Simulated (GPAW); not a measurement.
Runs of GPAW 26.7.0 on GaAs. Symmetry: F-43m, No. 216, cubic system. The conventional cell has a = 5.654 Å, b = 5.654 Å, c = 5.654 Å, α = 90.00°, β = 90.00°, γ = 90.00°. As (site symmetry -43m) has 4 Ga at 2.45 Å as nearest neighbours. Around Ga (site symmetry -43m) lie 4 As at 2.45 Å. 

```tsv
task	level	potentials or basis	spin	cell	k mesh	cutoff (eV)	smearing	maxiter	convergence	supercell	supercell k mesh	displacement	grid spacing	other keys	mesh quality	gap on the mesh (eV)	pressure (GPa)	V0 of scaled cells (Å³/atom)	B0 (GPa)
equation of state	revPBE+D3	the program's PAW data sets (release 1.2.1) made for this functional, pw	off	as given	8 × 8 × 8	600	fermi-dirac 0.05 eV	150	-	-	-	-	-	-	not flagged	-	-	23.47	(c)
phonons	C09-vdW	GPAW PAW data sets (gpaw-data 1.2.1), lcao:dzp	off	atoms relaxed	8 × 8 × 8	-	fermi-dirac 0.05 eV	75	density=1e-06	1 × 1 × 1	8 × 8 × 8	0.01	0.16 Å	several, not listed	not flagged	(a)	-	-	-
electron localisation function	SCAN	GPAW PAW data sets (gpaw-data 1.2.1), pw	off	as given	4 × 4 × 4	510	fermi-dirac 0.01 eV	150	-	-	-	-	-	-	coarse	(b)	1.0	-	-
single point	HSE03	GPAW PAW data sets (gpaw-data 1.2.1), pw	off	as given	4 × 4 × 4	450	fermi-dirac 0.05 eV	60	-	-	-	-	-	-	coarse	(d)	-	-	-
equation of state	vdW-DF-cx	GPAW PAW data sets (gpaw-data 1.2.1), pw	off	as given	8 × 8 × 8	600	fermi-dirac 0.05 eV	150	-	-	-	-	-	-	not flagged	-	-	23.37	67
band structure	C09-vdW	GPAW PAW data sets (gpaw-data 1.2.1), pw	SOC, no magnetisation	as given	8 × 8 × 8	600	fermi-dirac 0.05 eV	150	-	-	-	-	-	-	not flagged	0.44	-	-	-
band structure	PW91	PAW data sets generated in the run's folder for this functional, pw	SOC, no magnetisation	as given	8 × 8 × 8	600	fermi-dirac 0.05 eV	150	-	-	-	-	-	-	not flagged	0.41	4.1	-	-
```

Estimate the missing entries.

(a) 0.55; (b) 0.86; (c) 68; (d) 1.39.

Caveats: some runs use coarse meshes; the PAW data sets were made with another functional, which shifts forces and pressure a little (some runs); spin-orbit coupling was added after a scalar SCF, so levels and gaps hold it while energy, forces, pressure and moments don't (some runs); this program's spin-orbit splittings come out too wide for heavy elements (some runs); the LO-TO splitting is left out (some runs); the basis of atomic orbitals isn't converged, which shifts pressures, moduli and gaps (some runs); the cutoff is short for stress and forces, so pressures can be off by a GPa or more (some runs).

A k mesh can miss the band edges, and rows without SOC leave out spin-orbit coupling on As, Ga.

Runs at the PBE level aren't shown here.
